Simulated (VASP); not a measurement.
## Zr8O15 (a cell with a defect): single point with PBE

The system is Zr8O15 (a cell with a defect).

```xyz
23
Lattice="-3.6002 3.6002 5.2252 3.6002 -3.6002 5.2252 3.6002 3.6002 -5.2252" Properties=species:S:1:pos:R:3 pbc="T T T"
Zr    0.0000   -0.0510   -0.0682
Zr    0.0000   -0.0326    5.2083
Zr    0.0000    3.6512   -0.0682
Zr    3.6002    0.0326   -0.0168
Zr    1.9075    1.8001    2.6667
Zr    1.8402    1.8001   -2.5785
Zr    1.7600   -1.8001    2.6466
Zr   -1.9075    1.8001    2.6667
O     0.0000    1.8001    6.7024
O     0.0000    5.4003    1.4612
O     3.6002    1.8001    1.4667
O     0.0000    1.8001    3.9601
O     3.6002   -1.8001    4.2720
O     3.6002    1.8001   -1.1270
O     3.6002    1.8001    4.0093
O     1.7961   -0.0158    3.7360
O    -1.7961    3.6160    3.7360
O     1.7961    3.6160    3.7360
O     1.8040    3.5843   -1.4892
O     1.6636    0.2188    1.1324
O     1.9366   -0.2188    6.3575
O     1.6636    3.3814    1.1324
O     5.5368    0.2188    1.1324
```

The cell isn't the ideal one: O vacancy, charge +2, ions relaxed.

```yaml
Program: VASP 6.6.1
Task: single point
Functional: PBE
Potentials_or_basis: VASP PAW PBE potentials, release 64 (Zr_sv, O)
Cutoff: 520 eV
k_mesh: 4 × 4 × 4
Occupations: fermi-dirac, width 0.01 eV
Spin: no spin polarisation
```

- Largest force: 0.037 eV/Å
- Band gap on the k mesh: 3.42 eV, indirect (least direct gap 3.57 eV)

Forces in eV/Å, atoms in the order of the input:
```
Zr   0.000 -0.037  0.004
Zr   0.000  0.028  0.015
Zr   0.000  0.037  0.004
Zr   0.000 -0.028  0.015
Zr  -0.033  0.000 -0.005
Zr  -0.001  0.000 -0.010
Zr   0.001  0.000 -0.010
Zr   0.033  0.000 -0.005
O    0.000  0.000 -0.014
O    0.000  0.000 -0.021
O    0.000  0.000 -0.020
O    0.000  0.000 -0.021
O    0.000  0.000 -0.007
O    0.000  0.000 -0.021
O    0.000  0.000 -0.006
O   -0.006 -0.004  0.016
O    0.006  0.004  0.016
O   -0.006  0.004  0.016
O    0.006 -0.004  0.016
O    0.021 -0.016  0.009
O   -0.021  0.016  0.009
O    0.021  0.016  0.009
O   -0.021 -0.016  0.009
```

Levels at points of the mesh, in eV from the valence-band top:
```
           k point  band 90  band 91  band 92  band 93  band 94  band 95
(0.00, 0.00, 0.00)    -0.36    -0.14    -0.12     3.45     3.78     3.89
(0.50, 0.00, 0.00)    -0.70    -0.63    -0.47     3.66     3.98     4.12
(0.00, 0.50, 0.00)    -0.68    -0.54    -0.53     3.56     3.85     3.96
(0.50, 0.50, 0.00)    -0.22    -0.21    -0.17     3.42     3.83     3.95
(0.50, 0.50, 0.50)    -0.23    -0.07     0.00     3.61     3.90     4.00
```

It took 27 min on 1 thread of Intel(R) Xeon(R) 6975P-C (Granite Rapids), with other jobs on the host, peak memory 0.6 GiB.

Caveat: the cell carries a net charge on a neutralising background, which shifts energy and pressure; the cell is charged against a uniform background, so pressure and absolute levels hang on convention.
